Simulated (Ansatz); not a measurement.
# InSe: equation of state with LDA

The system is InSe.

```
CELL_PARAMETERS angstrom
2.00000 1.15470 8.44000
-2.00000 1.15470 8.44000
0.00000 -2.30940 8.44000
ATOMIC_POSITIONS crystal
In 0.88860 0.88860 0.88860
In 0.00000 0.00000 0.00000
Se 0.17190 0.17190 0.17190
Se 0.38350 0.38350 0.38350
```

```
Program             : Ansatz 0.2.0
Task                : equation of state
Functional          : LDA
Potentials or basis : all-electron LAPW, scalar-relativistic
Basis error allowed : 0.002 eV/atom
k mesh              : 8 × 8 × 8
Occupations         : fermi-dirac, width 0.05 eV
Spin                : no spin polarisation
```

```
Equilibrium volume                        : 28.41 Å³/atom
Bulk modulus at fixed shape and positions : 55 GPa
Pressure derivative of the bulk modulus   : 4.8
```

Energy against volume, from the lowest point:
| volume (Å³/atom) | energy (meV/atom) |
| --- | --- |
| 27.483 | 5.12 |
| 28.068 | 0.35 |
| 28.652 | 0.00 |
| 29.237 | 3.58 |
| 29.822 | 10.66 |
| 30.406 | 20.84 |
| 30.991 | 33.76 |

All runs of the series together: 2.6 min on 2 threads of AMD EPYC 9R45 96-Core Processor (Zen 5), with other jobs on the host.

Caveat: the cell was scaled at fixed shape and fractional positions, which overstates the stiffness of a crystal with free parameters, most of all of layers and chains.
